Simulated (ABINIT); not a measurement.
The system is Ti.

```xyz
2
Lattice="2.9500 0.0000 0.0000 -1.4750 2.5548 0.0000 0.0000 0.0000 4.6800" Properties=species:S:1:pos:R:3 pbc="T T T"
Ti    1.4750    0.8516    3.5100
Ti    0.0000    1.7032    1.1700
```

Base run:

- Program: ABINIT 10.8.3 (patched build)
- Functional: r2SCAN
- Potentials or basis: JTH PAW PBE v2.0
- Cutoff: 490 eV
- k mesh: 10 × 10 × 6
- Occupations: fermi-dirac, width 0.05 eV
- Spin: no spin polarisation

Its results: band gap on the k mesh none (metal or under the smearing width); pressure -2.8 GPa.

The run is repeated on the same cell with these changes: functional from r2SCAN to WC. What comes out?

Band gap on the k mesh none (metal or under the smearing width); pressure -5.4 GPa.

Caveats: the PAW data sets were made with another functional, which shifts forces and pressure a little.
